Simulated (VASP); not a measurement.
# AgCl (Chlorargyrite) (Fm-3m) in VASP: notebook

The runs below take AgCl (Chlorargyrite) through single point, with PBEsol+D3(BJ), LDA, PBEsol.

All numbers are computed with VASP 6.6.1; they aren't measurements. Logs are shortened: lines on timing, memory, paths and dates and some standing lists are left out, and cuts for length are marked.

**What was measured.**

From a printed reference work, data compilation, for a bulk crystal of AgCl: band gap 3.249 eV (indirect).

The runs below are set against these values where they give the same quantity.

## 1. The cell of the first run

Symmetry: Fm-3m, No. 225, cubic system. The conventional cell has a = 5.470 Å, b = 5.470 Å, c = 5.470 Å, α = 90.00°, β = 90.00°, γ = 90.00°. Ag (site symmetry m-3m) has 6 Cl at 2.73 Å within 3.6 Å. Within 3.6 Å of Cl (site symmetry m-3m) lie 6 Ag at 2.73 Å.

## 2. Single point, PBEsol+D3(BJ)

The input, INCAR:

```
SYSTEM = AgCl
PREC     = Accurate       ! precision mode
ENCUT    = 520            ! plane-wave cutoff, eV
EDIFF    = 1E-6           ! SCF threshold, eV
ISMEAR   = -1             ! smearing method
SIGMA    = 0.05           ! smearing width, eV
LREAL    = .FALSE.        ! projectors in reciprocal space
LASPH    = .TRUE.         ! aspherical terms in the spheres
NELM     = 80             ! most SCF steps
ALGO     = Normal         ! electronic algorithm
ISIF     = 2              ! what is computed and relaxed
LWAVE    = .FALSE.        ! write WAVECAR
LCHARG   = .FALSE.        ! write CHGCAR
GGA      = PS             ! functional
IVDW     = 12             ! dispersion correction
NBANDS   = 16             ! bands
```

The input, KPOINTS:

```
Automatic mesh
0
G
  8 8 8
  0 0 0
```

The input, POSCAR:

```
AgCl
1.0
    0.0000000000      2.7350000000      2.7350000000
    2.7350000000      0.0000000000      2.7350000000
    2.7350000000      2.7350000000      0.0000000000
Ag Cl
1 1
Direct
    0.0000000000      0.0000000000      0.0000000000
    0.5000000000      0.5000000000      0.5000000000
```

Potentials or basis: VASP PAW PBE potentials, release 64 (Ag, Cl).

Launch:

```console
> cat potpaw_PBE.64/Ag/POTCAR potpaw_PBE.64/Cl/POTCAR > POTCAR
> mpirun -np 1 vasp_std > vasp.out
```

OUTCAR:

```text
SYSTEM = AgCl
   PREC = Accurate
   ENCUT = 520
   EDIFF = 1E-6
   ISMEAR = -1
   LREAL = .FALSE.
   LASPH = .TRUE.
   NELM = 80
   ISIF = 2
   GGA = PS
   IVDW = 12
 IVDW          = 12

 ion  position               nearest neighbor table
   1  0.000  0.000  0.000-   2 2.73   2 2.73   2 2.73   2 2.73   2 2.73   2 2.73
   2  0.500  0.500  0.500-   1 2.73   1 2.73   1 2.73   1 2.73   1 2.73   1 2.73

  LATTYP: Found a face centered cubic cell.
 ALAT       =     5.4700000000

  Lattice vectors:

 A1 = (   0.0000000000,   2.7350000000,   2.7350000000)
 A2 = (   2.7350000000,   0.0000000000,   2.7350000000)
 A3 = (   2.7350000000,   2.7350000000,   0.0000000000)

Analysis of symmetry for initial positions (statically):
=====================================================================
 Subroutine PRICEL returns:
 Original cell was already a primitive cell.

 Routine SETGRP: Setting up the symmetry group for a
 face centered cubic supercell.

 Subroutine GETGRP returns: Found 48 space group operations
 (whereof 48 operations were pure point group operations)
 out of a pool of 48 trial point group operations.

The static configuration has the point symmetry O_h .

Analysis of symmetry for dynamics (positions and initial velocities):
=====================================================================
 Subroutine PRICEL returns:
 Original cell was already a primitive cell.

 Routine SETGRP: Setting up the symmetry group for a
 face centered cubic supercell.

 Subroutine GETGRP returns: Found 48 space group operations
 (whereof 48 operations were pure point group operations)
 out of a pool of 48 trial point group operations.

The dynamic configuration has the point symmetry O_h .

 Subroutine INISYM returns: Found 48 space group operations
 (whereof 48 operations are pure point group operations),
 and found     1 'primitive' translations

----------------------------------------------------------------------------------------

                                     Primitive cell

  volume of cell :      40.9168

  direct lattice vectors                    reciprocal lattice vectors
     0.000000000  2.735000000  2.735000000    -0.182815356  0.182815356  0.182815356
     2.735000000  0.000000000  2.735000000     0.182815356 -0.182815356  0.182815356
     2.735000000  2.735000000  0.000000000     0.182815356  0.182815356 -0.182815356

  length of vectors
     3.867874093  3.867874093  3.867874093     0.316645486  0.316645486  0.316645486

  position of ions in fractional coordinates (direct lattice)
     0.000000000  0.000000000  0.000000000
     0.500000000  0.500000000  0.500000000

  ion indices of the primitive-cell ions
   primitive index   ion index
                 1           1
                 2           2

----------------------------------------------------------------------------------------

 KPOINTS: Automatic mesh

Automatic generation of k-mesh.
 Grid dimensions read from file:
 generate k-points for:    8    8    8

 Generating k-lattice:

  Cartesian coordinates                     Fractional coordinates (reciprocal lattice)
    -0.022851920  0.022851920  0.022851920     0.125000000  0.000000000  0.000000000
     0.022851920 -0.022851920  0.022851920     0.000000000  0.125000000  0.000000000
     0.022851920  0.022851920 -0.022851920     0.000000000  0.000000000  0.125000000

  Length of vectors
     0.039580686  0.039580686  0.039580686

  Shift w.r.t. Gamma in fractional coordinates (k-lattice)
     0.000000000  0.000000000  0.000000000

 Subroutine IBZKPT returns following result:
 ===========================================

 Found     29 irreducible k-points:

 Following reciprocal coordinates:
            Coordinates               Weight
  0.000000  0.000000  0.000000      1.000000
  0.125000  0.000000  0.000000      8.000000
  0.250000  0.000000  0.000000      8.000000
  0.375000  0.000000  0.000000      8.000000
  0.500000  0.000000  0.000000      4.000000
  0.125000  0.125000  0.000000      6.000000
[... 16 lines left out ...]
  0.500000  0.250000  0.125000     48.000000
 -0.375000  0.250000  0.125000     24.000000
 [... further k-points ...]
   k-points           NKPTS =     29   k-points in BZ     NKDIM =     29   number of bands    NBANDS=     16
   number of dos      NEDOS =    301   number of ions     NIONS =      2
   total plane-waves  NPLWV =  27000
   dimension x,y,z NGX =    30 NGY =   30 NGZ =   30
   dimension x,y,z NGXF=    60 NGYF=   60 NGZF=   60
   ions per type =               1   1
   NGX,Y,Z   is equivalent  to a cutoff of  12.89, 12.89, 12.89 a.u.
   NGXF,Y,Z  is equivalent  to a cutoff of  25.79, 25.79, 25.79 a.u.
 SYSTEM =  AgCl
   PREC   = accura    normal or accurate (medium, high low for compatibility)
   ISTART =      0    job   : 0-new  1-cont  2-samecut
   ICHARG =      2    charge: 1-file 2-atom 10-const
   ISPIN  =      1    spin polarized calculation?
   LNONCOLLINEAR =      F non collinear calculations
   LSORBIT =      F    spin-orbit coupling
   LASPH  =      T    aspherical Exc in radial PAW
   ENCUT  =  520.0 eV  38.22 Ry    6.18 a.u.   7.19  7.19  7.19*2*pi/ulx,y,z
   NELM   =     80;   NELMIN=  2; NELMDL= -5     # of ELM steps
   EDIFF  = 0.1E-05   stopping-criterion for ELM
   LREAL  =      F    real-space projection
   EDIFFG = 0.1E-04   stopping-criterion for IOM
   NSW    =      0    number of steps for IOM
   IBRION =     -1    ionic relax: 0-MD 1-quasi-New 2-CG
   NFREE  =      0    steps in history (QN), initial steepest desc. (CG)
   ISIF   =      2    stress and relaxation
   ISYM   =      2    0-nonsym 1-usesym 2-fastsym
   POTIM  = 0.5000    time-step for ionic-motion
   TEBEG  =    0.0;   TEEND  =   0.0 temperature during run
   PSTRESS=    0.0 pullay stress
   NELECT =      18.0000    total number of electrons
   NUPDOWN=      -1.0000    fix difference up-down
   EMIN   =  10.00;   EMAX   =-10.00  energy-range for DOS
   EFERMI =   0.00;   METHOD = LEGACY
   ISMEAR =    -1;   SIGMA  =   0.05  broadening in eV -4-tet -1-fermi 0-gaus
   EFERMI_NEDOS =   21; number of points for ismear=-14 and -15
   IALGO  =     38    algorithm
   IMIX   =      4    mixing-type and parameters
     AMIX     =   0.40;   BMIX     =  1.00
     AMIX_MAG =   1.60;   BMIX_MAG =  1.00
  volume/ion in A,a.u.               =      20.46       138.06
  Fermi-wavevector in a.u.,A,eV,Ry     =   1.245083  2.352866 21.092186  1.550232
  Thomas-Fermi vector in A             =   2.379321
   LORBIT       =      0    0 simple, 1 ext, 2 COOP (PROOUT), +10 PAW based schemes
   GGA     = PS    functional components
   LHFCALC =     F    Hartree Fock is set to
   AEXX    =    0.0000 exact exchange contribution
   IVDW    =    12    specifies the selected vdW correction
   LEPSILON=     F    determine dielectric tensor
   LRPA    =     F    only Hartree local field effects (RPA)
 non-spin polarized calculation
  energy-cutoff  :      520.00
  volume of cell :       40.92
 maximum number of plane-waves:      1124
 NGX is ok and might be reduce to    30
   NGX = 15   NGY = 15   NGZ = 15

 number of electron      18.0000002 magnetization

 Free energy of the ion-electron system (eV)
  ---------------------------------------------------
  ext. energy  EPLUGINS =         0.00000000
  ---------------------------------------------------
  free energy    TOTEN  =        -6.05993811 eV

  energy without entropy =       -6.05992697  energy(sigma->0) =       -6.05993254

 E-fermi :   4.6899     XC(G=0): -10.4342

 val. band max:        4.2522306199   @ k =   0.5000   0.0000   0.0000
 cond. band min:       4.9749680056   @ k =   0.0000   0.0000   0.0000
 fundamental gap:      0.7227373857
 Fermi energy:         4.6898575370

 k-point     1 :       0.0000    0.0000    0.0000
  band No.  band energies     occupation
      1     -11.1778      2.00000
      2       1.5991      2.00000
      3       1.5991      2.00000
      4       1.5991      2.00000
      5       1.6413      2.00000
      6       1.6413      2.00000
[... 8 lines left out ...]
     15      17.6590      0.00000
     16      17.6590      0.00000

 k-point     2 :       0.1250    0.0000    0.0000
  band No.  band energies     occupation
      1     -11.1090      2.00000
      2       0.8364      2.00000
      3       0.9109      2.00000
      4       0.9109      2.00000
      5       1.6605      2.00000
      6       1.6605      2.00000
[... 8 lines left out ...]
     15      16.2709      0.00000
     16      16.8563      0.00000

 k-point     3 :       0.2500    0.0000    0.0000
  band No.  band energies     occupation
      1     -10.9348      2.00000
      2      -0.2746      2.00000
      3       0.2993      2.00000
      4       0.2993      2.00000
      5       1.8033      2.00000
      6       1.8033      2.00000
[... 8 lines left out ...]
     15      16.4609      0.00000
     16      16.7801      0.00000

 k-point     4 :       0.3750    0.0000    0.0000
  band No.  band energies     occupation
      1     -10.7478      2.00000
      2      -1.1142      2.00000
      3      -0.0894      2.00000
      4      -0.0894      2.00000
      5       1.9527      2.00000
      6       1.9527      2.00000
[... 8 lines left out ...]
     15      17.3239      0.00000
     16      17.3239      0.00000
[... 324 lines left out ...]
 k-point    22 :       0.3750    0.2500    0.1250
  band No.  band energies     occupation
      1     -10.8286      2.00000
      2      -0.6741      2.00000
      3       0.2104      2.00000
      4       0.5801      2.00000
      5       1.7030      2.00000
      6       1.9316      2.00000
[... 8 lines left out ...]
     15      18.4014      0.00000
     16      19.6810      0.00000

 k-point    23 :       0.5000    0.2500    0.1250
  band No.  band energies     occupation
      1     -10.6955      2.00000
      2      -0.9072      2.00000
      3      -0.1019      2.00000
      4       0.1534      2.00000
      5       1.8391      2.00000
      6       2.0246      2.00000
[... 8 lines left out ...]
     15      18.6199      0.00000
     16      19.4773      0.00000

 k-point    24 :      -0.3750    0.2500    0.1250
  band No.  band energies     occupation
      1     -10.6385      2.00000
      2      -0.9803      2.00000
      3      -0.1666      2.00000
      4      -0.1031      2.00000
      5       1.9420      2.00000
      6       2.0174      2.00000
[... 8 lines left out ...]
     15      17.7647      0.00000
     16      19.2566      0.00000

 [... further k-points ...]

------------------------ aborting loop because EDIFF is reached ----------------------------------------

 Edisp (eV)   -0.58059

 E8    (eV) :    -0.3593

  FORCE on cell =-STRESS in cart. coord.  units (eV):
  Direction    XX          YY          ZZ          XY          YZ          ZX
  --------------------------------------------------------------------------------------
  -------------------------------------------------------------------------------------
  Total      -0.78928    -0.78928    -0.78928     0.00000     0.00000    -0.00000
  in kB     -30.90577   -30.90577   -30.90577     0.00000     0.00000    -0.00000
  external pressure =      -30.91 kB  Pullay stress =        0.00 kB

 VOLUME and BASIS-vectors are now :
 -----------------------------------------------------------------------------
  energy-cutoff  :      520.00
  volume of cell :       40.92
      direct lattice vectors                 reciprocal lattice vectors
     0.000000000  2.735000000  2.735000000    -0.182815356  0.182815356  0.182815356
     2.735000000  0.000000000  2.735000000     0.182815356 -0.182815356  0.182815356
     2.735000000  2.735000000  0.000000000     0.182815356  0.182815356 -0.182815356

 POSITION                                       TOTAL-FORCE (eV/Angst)
 -----------------------------------------------------------------------------------
      0.00000      0.00000      0.00000         0.000000      0.000000      0.000000
      2.73500      2.73500      2.73500         0.000000     -0.000000     -0.000000
 -----------------------------------------------------------------------------------
    total drift:                               -0.000000      0.000000      0.000000

  FREE ENERGIE OF THE ION-ELECTRON SYSTEM (eV)
  ---------------------------------------------------
  free  energy   TOTEN  =        -6.6405262610 eV

  energy  without entropy=       -6.6405151244  energy(sigma->0) =       -6.64052069
```

It took 17 s on 1 thread of Intel Xeon Platinum 8488C (Sapphire Rapids), shared host; peak memory 0.18 GiB.

Results:

```yaml
Free_energy: -6.6405 eV
Pressure: -3.1 GPa
Band_gap_on_the_k_mesh: 0.72 eV, indirect (least direct gap 3.18 eV)
Dispersion_energy_per_atom: -0.290 eV
```

Caveat: three body term missing; the PAW data sets were made with another functional, which shifts forces and pressure a little. A k mesh can miss the band edges.

## 3. Single point, LDA

The input, INCAR:

```
SYSTEM = AgCl
  PREC = Accurate
  ENCUT = 520
  EDIFF = 1E-6
  ISMEAR = -1
  SIGMA = 0.05
  LREAL = .FALSE.
  LASPH = .TRUE.
  NELM = 60
  ALGO = Normal
  ISIF = 2
  LWAVE = .FALSE.
  LCHARG = .FALSE.
  NBANDS = 16
```

The input, KPOINTS:

```
regular mesh
0
G
  8 8 8
  0 0 0
```

POSCAR is that of step 2.

Potentials or basis: VASP PAW LDA potentials, release 64 (Ag, Cl).

Launch:

```console
> cat potpaw_LDA.64/Ag/POTCAR potpaw_LDA.64/Cl/POTCAR > POTCAR
> mpirun -np 1 vasp_std > vasp.out
```

OUTCAR:

```text
SYSTEM = AgCl
   PREC = Accurate
   ENCUT = 520
   EDIFF = 1E-6
   ISMEAR = -1
   LREAL = .FALSE.
   LASPH = .TRUE.
   NELM = 60
   ISIF = 2

 ion  position               nearest neighbor table
   1  0.000  0.000  0.000-   2 2.73   2 2.73   2 2.73   2 2.73   2 2.73   2 2.73
   2  0.500  0.500  0.500-   1 2.73   1 2.73   1 2.73   1 2.73   1 2.73   1 2.73

  LATTYP: Found a face centered cubic cell.
 ALAT       =     5.4700000000

  Lattice vectors:

 A1 = (   0.0000000000,   2.7350000000,   2.7350000000)
 A2 = (   2.7350000000,   0.0000000000,   2.7350000000)
 A3 = (   2.7350000000,   2.7350000000,   0.0000000000)

Analysis of symmetry for initial positions (statically):
=====================================================================
 Subroutine PRICEL returns:
 Original cell was already a primitive cell.

 Routine SETGRP: Setting up the symmetry group for a
 face centered cubic supercell.

 Subroutine GETGRP returns: Found 48 space group operations
 (whereof 48 operations were pure point group operations)
 out of a pool of 48 trial point group operations.

The static configuration has the point symmetry O_h .

[... 154 lines left out ...]
  ext. energy  EPLUGINS =         0.00000000
  ---------------------------------------------------
  free energy    TOTEN  =        -6.76241034 eV

  energy without entropy =       -6.76238762  energy(sigma->0) =       -6.76239898

 E-fermi :   4.5193     XC(G=0): -10.6501

 val. band max:        4.1230348059   @ k =   0.5000   0.0000   0.0000
 cond. band min:       4.7635253212   @ k =   0.0000   0.0000   0.0000
 fundamental gap:      0.6404905153
 Fermi energy:         4.5192938390

 k-point     1 :       0.0000    0.0000    0.0000
  band No.  band energies     occupation
      1     -11.2113      2.00000
      2       1.4236      2.00000
      3       1.4236      2.00000
      4       1.4236      2.00000
      5       1.4649      2.00000
      6       1.4649      2.00000
[... 433 lines left out ...]
      3      -0.3012      2.00000
      4      -0.2407      2.00000
      5       1.7698      2.00000
      6       1.8457      2.00000
[... 8 lines left out ...]
     15      17.5884      0.00000
     16      19.1075      0.00000

 [... further k-points ...]
[... 5 lines left out ...]
  --------------------------------------------------------------------------------------
  -------------------------------------------------------------------------------------
  Total       -0.9603075     -0.9603075     -0.9603075      0.0000000      0.0000000      0.0000000
  in kB      -37.6026889    -37.6026889    -37.6026889      0.0000000      0.0000000      0.0000000
  external PRESSURE =     -37.6026889 kB  Pullay stress =       0.0000000 kB

 VOLUME and BASIS-vectors are now :
 -----------------------------------------------------------------------------
  energy-cutoff  :      520.00
  volume of cell :       40.92
      direct lattice vectors                 reciprocal lattice vectors
     0.000000000  2.735000000  2.735000000    -0.182815356  0.182815356  0.182815356
     2.735000000  0.000000000  2.735000000     0.182815356 -0.182815356  0.182815356
     2.735000000  2.735000000  0.000000000     0.182815356  0.182815356 -0.182815356

 POSITION                                       TOTAL-FORCE (eV/Angst)
 -----------------------------------------------------------------------------------
      0.00000      0.00000      0.00000         0.000000     -0.000000     -0.000000
      2.73500      2.73500      2.73500        -0.000000      0.000000      0.000000
 -----------------------------------------------------------------------------------
    total drift:                               -0.000000      0.000000      0.000000

  FREE ENERGIE OF THE ION-ELECTRON SYSTEM (eV)
  ---------------------------------------------------
  free  energy   TOTEN  =        -6.7624103415 eV

  energy  without entropy=       -6.7623876230  energy(sigma->0) =       -6.76239898
```

Run time: 26 s. Hardware: 1 thread of Intel Xeon 6975P-C, shared host; peak memory 0.16 GiB.

Results:

| Property | Result |
| --- | --- |
| Free energy | -6.7624 eV |
| Pressure | -3.8 GPa |
| Band gap on the k mesh | 0.64 eV, indirect (least direct gap 3.11 eV) |

A k mesh can miss the band edges. A hybrid or GW would open this gap; LDA tends to underestimate it.

## 4. Single point, LDA

The input, INCAR:

```
PREC = Accurate ; ENCUT = 520
EDIFF = 1E-6 ; ISMEAR = -1
SIGMA = 0.05 ; LREAL = F
LASPH = T ; NELM = 60
ALGO = Normal ; ISIF = 2
LWAVE = F ; LCHARG = F
GGA = CA ; NBANDS = 16
```

The input, KPOINTS:

```
Automatic mesh
0
Gamma
  8 8 8
```

POSCAR is that of step 3.

Launch:

```console
> cat potpaw_LDA.64/Ag/POTCAR potpaw_LDA.64/Cl/POTCAR > POTCAR
> mpirun -np 1 vasp_std > vasp.out
```

It took 27 s on 1 thread of Intel Xeon 6975P-C, shared host; peak memory 0.16 GiB.

The run converged. Its results:

```
Free energy            : -6.7624 eV
Pressure               : -3.8 GPa
Band gap on the k mesh : 0.64 eV, indirect (least direct gap 3.11 eV)
```

Levels at points of the mesh, in eV from the valence-band top:
| k point | band 7 | band 8 | band 9 | band 10 | band 11 | band 12 |
| --- | --- | --- | --- | --- | --- | --- |
| (0.00, 0.00, 0.00) | -2.48 | -2.48 | -2.48 | 0.64 | 10.73 | 10.73 |
| (0.50, 0.00, 0.00) | -1.94 | 0.00 | 0.00 | 3.86 | 6.57 | 7.37 |
| (0.50, 0.50, 0.00) | -2.14 | -2.14 | -2.03 | 2.05 | 7.80 | 8.52 |

[end of part 1 of 2]
